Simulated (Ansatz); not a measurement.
The parent structure is TlCl in the CsCl type structure (space group Pm-3m, No. 221; a = 3.7692 Å). Axes: x, y, z lie along the cube axes.

The values are results of PBEsol (Ansatz, a first-principles code), no spin-orbit coupling, not measurements.

One thing is altered: the cell is compressed by 1.00 % along z with no lateral relaxation, atoms relaxed at fixed cell.

**Question.** Predict the stress tensor and what it implies for the stiffness.

**Answer.** Stress of the strained cell less that of the base (GPa, compression positive):
```
   0.22    0.00    0.00
   0.00    0.22    0.00
   0.00    0.00    0.49
```

Then −Δσ_ii/ε with ε = -0.0100 gives relaxed-ion elastic constants: C33 ≈ 49 GPa.

Stability against distortions was not tested.
